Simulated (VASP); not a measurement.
Input of a VASP 6.6.1 run:

The input INCAR:

```
SYSTEM = Cs2AgBiBr6
PREC = Accurate ; ENCUT = 520
EDIFF = 1E-6 ; ISMEAR = 0
SIGMA = 0.03 ; LREAL = .FALSE.
LASPH = .TRUE. ; NELM = 80
ALGO = Fast ; ISIF = 2
LWAVE = .FALSE. ; LCHARG = .FALSE.
LMAXMIX = 4 ; GGA = CA
NBANDS = 54 ; KPAR = 4
```

File KPOINTS:

```
regular mesh
0
G
  4 4 4
  0 0 0
```

The input POSCAR:

```
Cs2AgBiBr6                              
1.0
    0.0000000000      5.5936098718      5.5936098718
    5.5936098718      0.0000000000      5.5936098718
    5.5936098718      5.5936098718      0.0000000000
  Cs              Ag              Bi              Br            
     2     1     1     6
Direct
     0.2500000000000000    0.2500000000000000    0.2500000000000000
     0.7500000000000000    0.7500000000000000    0.7500000000000000
     0.5000000000000000    0.5000000000000000    0.5000000000000000
     0.0000000000000000    0.0000000000000000    0.0000000000000000
     0.2539881990043966    0.7460118009956034    0.2539881990043966
     0.2539881990043966    0.7460118009956034    0.7460118009956034
     0.7460118009956034    0.2539881990043966    0.7460118009956034
     0.7460118009956034    0.2539881990043966    0.2539881990043966
     0.2539881990043966    0.2539881990043966    0.7460118009956034
     0.7460118009956034    0.7460118009956034    0.2539881990043966
```

Contents of KPOINTS_OPT:

```
explicit points
252
Reciprocal
 0.0000000000  0.0000000000  0.0000000000 1
 0.0357142857  0.0000000000  0.0357142857 1
 0.0714285714  0.0000000000  0.0714285714 1
 0.1071428571  0.0000000000  0.1071428571 1
 0.1428571429  0.0000000000  0.1428571429 1
 0.1785714286  0.0000000000  0.1785714286 1
[... 244 lines left out ...]
 0.4778788300  0.0221211700  0.5000000000 1
 0.5221211700 -0.0221211700  0.5000000000 1
```

Potentials or basis: VASP PAW LDA potentials, release 64 (Cs_sv, Ag, Bi_d, Br).

Run with:

```bash
$ cat potpaw_LDA.64/Cs_sv/POTCAR potpaw_LDA.64/Ag/POTCAR potpaw_LDA.64/Bi_d/POTCAR potpaw_LDA.64/Br/POTCAR > POTCAR
$ mpirun -np 4 vasp_std > vasp.out
```

Q: Predict the band gap on the k mesh.

A: 1.04 eV, indirect (least direct gap 2.29 eV).

Q: What does it give for the pressure?

A: -1.4 GPa.

Forces in eV/Å, atoms in the order of the input:
```
Cs   0.000  0.000  0.000
Cs   0.000  0.000  0.000
Ag   0.000  0.000  0.000
Bi   0.000  0.000  0.000
Br   0.000  0.046  0.000
Br  -0.046  0.000  0.000
Br   0.000 -0.046  0.000
Br   0.046  0.000  0.000
Br   0.000  0.000  0.046
Br   0.000  0.000 -0.046
```

Caveat: spin-orbit coupling is left out, which as a rule narrows the gap of such compounds by several tenths of an eV. A hybrid or GW would open this gap; LDA tends to underestimate it.
